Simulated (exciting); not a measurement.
The system is SnTe.

```
CELL_PARAMETERS angstrom
0.00000 3.61115 3.61115
3.61115 0.00000 3.61115
3.61115 3.61115 0.00000
ATOMIC_POSITIONS crystal
Te 0.25000 0.25000 0.25000
Sn 0.00000 0.00000 0.00000
```

Measurements of this composition are mostly on another form, of space group No. 225.

Base run:

```yaml
Program: exciting (release sodium)
Functional: RPBE
Potentials_or_basis: all-electron LAPW+lo, shipped species files, valence relativity iora*
rgkmax: 9
k_mesh: 7 × 7 × 7
Occupations: gaussian, width 0.05 eV
Spin: no spin polarisation
```

Its results: band gap on the k mesh 0.42 eV, indirect (least direct gap 0.90 eV).

The run is repeated on the same cell with these changes: functional from RPBE to PBE. What comes out?

Band gap on the k mesh 0.34 eV, indirect (least direct gap 0.83 eV).

Caveats: spin-orbit coupling is left out, which moves the levels of the heavy elements; an odd mesh through Γ misses points on the zone boundary, where band edges often lie.
